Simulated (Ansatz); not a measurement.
**Straining CoPtO2**

These are results of DFT PBE, scalar-relativistic, plane waves, PAW in Ansatz, not measurements. (420 eV cutoff, 12×12×2 k-mesh, Gaussian smearing of 0.10 eV, no spin polarisation)

Reference structure (relaxed):

```xyz
12
Lattice="2.8548 0.0000 0.0000 -1.4274 2.4723 0.0000 0.0000 0.0000 17.8833" Properties=species:S:1:pos:R:3 pbc="T T T"
Co    1.4274    0.8241   14.9027
Co    0.0000    1.6482    2.9805
Co    0.0000    0.0000    8.9416
Pt    0.0000    0.0000    0.0000
Pt    1.4274    0.8241    5.9611
Pt    0.0000    1.6482   11.9222
O     0.0000    0.0000   15.8741
O     0.0000    1.6482   13.9313
O     1.4274    0.8241    3.9520
O     0.0000    0.0000    2.0091
O     0.0000    1.6482    9.9130
O     1.4274    0.8241    7.9702
```

Deformation: shear that moves c along a by the strain times its height over the a-b plane, the cell held and the atoms relaxed, all within the symmetry that the strain leaves. Energies are extrapolated to zero smearing. On this cell's mesh the reference holds a stress of up to 1.16 GPa.

A cell with an odd number of electrons and no spin polarisation is a metal by construction and may be lower with spin. Spin–orbit coupling is left out, which can shift energies with elements as heavy as these.

| strain (%) | ΔE (meV/atom) | a (Å) | b (Å) | c (Å) |
| --- | --- | --- | --- | --- |
| +0.0 | 0.0 | 2.855 | 2.855 | 17.883 |
| +2.0 | 1.0 | 2.855 | 2.855 | 17.887 |
| +4.0 | 4.1 | 2.855 | 2.855 | 17.898 |
| +6.0 | 9.3 | 2.855 | 2.855 | 17.915 |
| +8.0 | 16.6 | 2.855 | 2.855 | 17.940 |

What stiffness (1/V) d²E/dε² at zero strain does a cubic fit over all points give?

A cubic fit gives (1/V) d²E/dε² = 78 GPa at zero strain (the shear constant for this plane and direction).